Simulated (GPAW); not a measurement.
Wanted: an ASE script for a GPAW 26.7.0 run.

```
Task                : relaxation of cell and atoms
Functional          : LDA
Potentials or basis : the program's PAW data sets (release 1.2.1) made for this functional
Cutoff              : 800 eV
Basis               : pw
k mesh              : 7 × 7 × 4
Occupations         : fermi-dirac, width 0.05 eV
Spin                : no spin polarisation
Target pressure     : 10 GPa
Maxiter             : 150
Optimizer           : BFGS
Fmax                : 0.02 eV/Å
Max steps           : 60
Target pressure     : 10 GPa
Convergence         : density=1e-05 forces=0.0001
```

Crystal: TaN.

```
Ta N
1.0
     2.92177    0.00000    0.00000
    -1.46088    2.53033    0.00000
     0.00000    0.00000    5.91652
Ta N
2 2
Direct
  0.00000 0.00000 0.50000
  0.00000 0.00000 0.00000
  0.33333 0.66667 0.25000
  0.66667 0.33333 0.75000
```

The cell comes from a database or a generator and needn't be the stable form of this composition.

One way to write it, as run:

run.py

```python
from ase import Atoms
from ase.filters import FrechetCellFilter
from ase.io import write
from ase.optimize import BFGS
from ase.units import GPa
from gpaw import GPAW, PW

atoms = Atoms(['Ta', 'Ta', 'N', 'N'],
              cell=[[2.9217699809, 0.0, 0.0],
                    [-1.4608849905, 2.5303270275, 0.0],
                    [0.0, 0.0, 5.916515]],
              scaled_positions=[[0.0, 0.0, 0.5],
                                [0.0, 0.0, 0.0],
                                [0.3333333333, 0.6666666667, 0.25],
                                [0.6666666667, 0.3333333333, 0.75]],
              pbc=True)

calc = GPAW(mode=PW(800),
            xc='LDA',
            kpts={'size': (7, 7, 4), 'gamma': True},
            occupations={'name': 'fermi-dirac', 'width': 0.05},
            nbands=34,
            convergence={'density': 1e-05, 'forces': 0.0001},
            maxiter=150,
            txt='gpaw.txt')
atoms.calc = calc
opt = BFGS(FrechetCellFilter(atoms, scalar_pressure=10 * GPa), trajectory='relax.traj', logfile='-')
done = opt.run(fmax=0.02, steps=60)
calc.write('gs.gpw')
write('result.traj', atoms)
print('Converged:', done)
print('Cell:', atoms.cell.cellpar().round(4))
print('Volume:', round(atoms.get_volume(), 4))
print(atoms.get_scaled_positions().round(5))
```

Potentials or basis: the program's PAW data sets (release 1.2.1) made for this functional, pw.

Run with:

```console
$ OMP_NUM_THREADS=1 python run.py
```

It gave:

| Property | Result |
| --- | --- |
| Relaxed volume | 10.08 Å³/atom |
| Relaxed cell | a = 2.839 Å, b = 2.839 Å, c = 5.779 Å, α = 90.00°, β = 90.00°, γ = 120.00° |
| Space group after relaxing (to 0.05 Å) | P6_3/mmc (No. 194) |
| Energy change on relaxing (the enthalpy is what falls) | -24.4 meV/atom |
| Ionic steps | 6 |
| Pressure after relaxing | 9.9 GPa |
| Band gap on the k mesh | none (metal or under the smearing width) |

Caveat: later steps reuse the first step's grids.

Wall time 3.2 min on 1 thread of Arm Neoverse V1, on a shared host, peak memory 0.29 GiB.
